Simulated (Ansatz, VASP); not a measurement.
**One calculation of Al, two programs**

Contents of INCAR:

```
SYSTEM = Al
PREC     = Accurate       ! precision mode
ENCUT    = 520            ! plane-wave cutoff, eV
EDIFF    = 1E-6           ! SCF threshold, eV
ISMEAR   = -1             ! smearing method
SIGMA    = 0.05           ! smearing width, eV
LREAL    = .False.        ! projectors in reciprocal space
LASPH    = .True.         ! aspherical terms in the spheres
NELM     = 60             ! most SCF steps
ALGO     = Normal         ! electronic algorithm
ISIF     = 2              ! what is computed and relaxed
LWAVE    = .False.        ! write WAVECAR
LCHARG   = .True.         ! write CHGCAR
GGA      = PS             ! functional
LELF     = .True.         ! ELF
LVHAR    = .True.       
NBANDS   = 14             ! bands
```

The input KPOINTS:

```
Automatic mesh
0
Gamma
  6 6 2
  0 0 0
```

Contents of POSCAR:

```
Al
1.0
    2.8270770242      0.0000000000      0.0000000000
   -1.4135385121      2.4483205214      0.0000000000
    0.0000000000      0.0000000000      9.1859930700
Al
4
Direct
    0.6666666667      0.3333333333      0.7500000000
    0.0000000000      0.0000000000      0.5000000000
    0.3333333333      0.6666666667      0.2500000000
    0.0000000000      0.0000000000      0.0000000000
```

The input input.yaml:

```yaml
crystal:
  lattice:
    - [2.8270770242, 0.0, 0.0]
    - [-1.4135385121, 2.4483205214, 0.0]
    - [0.0, 0.0, 9.18599307]
  atoms:
    - { symbol: Al, position: [0.6666666667, 0.3333333333, 0.75] }
    - { symbol: Al, position: [0.0, 0.0, 0.5] }
    - { symbol: Al, position: [0.3333333333, 0.6666666667, 0.25] }
    - { symbol: Al, position: [0.0, 0.0, 0.0] }
hamiltonian:
  xc: pbesol
  pseudopotentials: { kind: paw }
kpoints:
  mp_grid: { grid: [6, 6, 2] }
  band_path:
    path:
      - [[0.0, 0.0, 0.0], [0.5, 0.0, 0.0], [0.3333333333, 0.3333333333, 0.0], [0.0, 0.0, 0.0], [0.0, 0.0, 0.5], [0.5, 0.0, 0.5], [0.3333333333, 0.3333333333, 0.5], [0.0, 0.0, 0.5]]
      - [[0.5, 0.0, 0.5], [0.5, 0.0, 0.0]]
      - [[0.3333333333, 0.3333333333, 0.0], [0.3333333333, 0.3333333333, 0.5]]
    npoints: 14
scf:
  occupations: { method: fermi_dirac, width: 0.05 }
  n_extra_bands: 10
output:
  forces: true
  stress: true
  eigenvalues: true
  fatbands: false
  write_density: true
  write_potential: true
  elf: true
  volumetric_format: npy
```

This isn't the form of Al at room conditions, which is fcc.

Alike in both runs: functional PBEsol; k mesh 6 × 6 × 2; occupations fermi-dirac, width 0.05 eV; no spin polarisation.

|  | VASP | Ansatz |
| --- | --- | --- |
| version | VASP 6.6.1 | Ansatz 0.2.0 |
| potentials or method | VASP PAW PBE potentials, release 64 (Al) | Ansatz PAW |
| plane-wave cutoff (eV) | 520 | 420 |
| valence electrons in the cell | 12 | 12 |
| task | single point | band structure |

Ansatz gave:

```
gap on the k mesh at the Fermi level (eV)       : none
pressure (GPa)                                  : 1.9
largest component of the traceless stress (GPa) : 1.97
```

Question: Estimate VASP's values.

Answer: gap on the k mesh at the Fermi level (eV): none; pressure (GPa): 2.0; largest component of the traceless stress (GPa): 1.97.

A gap of «none» marks a metal or a gap that the smearing closes.

Caveats: the k mesh is coarse (spacing up to 0.43 Å⁻¹), so the values aren't converged; the PAW data sets were made with another functional, which shifts forces and pressure a little (VASP); the PAW data sets come from PBE, with cores solved anew for the run's functional, which leaves a small shift of forces and pressure (Ansatz).
